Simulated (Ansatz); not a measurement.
**TiCo under changes of volume**

One of the cells (13.313 Å³/atom); the others are scaled copies at fixed shape and fractional positions:

```
CELL_PARAMETERS angstrom
2.98611 0.00000 0.00000
0.00000 2.98611 0.00000
0.00000 0.00000 2.98611
ATOMIC_POSITIONS crystal
Co 0.50000 0.50000 0.50000
Ti 0.00000 0.00000 0.00000
```

The cell comes from a database or a generator and needn't be the stable form of this composition.

```yaml
Program: Ansatz 0.2.0
Functional: PBE0
Potentials_or_basis: Ansatz PAW
Cutoff: "420 eV (not typed: the program's choice for these potentials)"
k_mesh: 6 × 6 × 6
Occupations: fermi-dirac, width 0.05 eV
Spin: collinear spin, ferromagnetic start
Starting_moments: "[2.0, 1.0] μB"
```

```tsv
volume (Å³/atom)	energy over the lowest point (meV/atom)	pressure (GPa)	moment (μB per cell)
12.515	66.31	16.0	0.92
12.781	43.58	11.5	0.92
13.047	20.68	8.5	0.86
13.313	?	?	?
13.580	4.33	1.6	0.86
13.846	0.00	-0.6	1.00
14.112	3.27	-3.3	1.00
```

Question: What does the run at 13.313 Å³/atom give?

Answer: Energy over the lowest point 9.64 meV/atom; pressure 4.8 GPa; moment 0.86 μB per cell.

The energies don't lie on one smooth curve, so no fit is given. The run at 13.047 Å³/atom lies farthest off, from a change of basis, grid or state.

Energies are extrapolated to zero smearing.

Caveats: the magnetic or orbital state may not be the lowest; the PAW data sets come from PBE, with cores solved anew for the run's functional, which leaves a small shift of forces and pressure; the starting moments weren't kept; the thresholds are loose for stress.
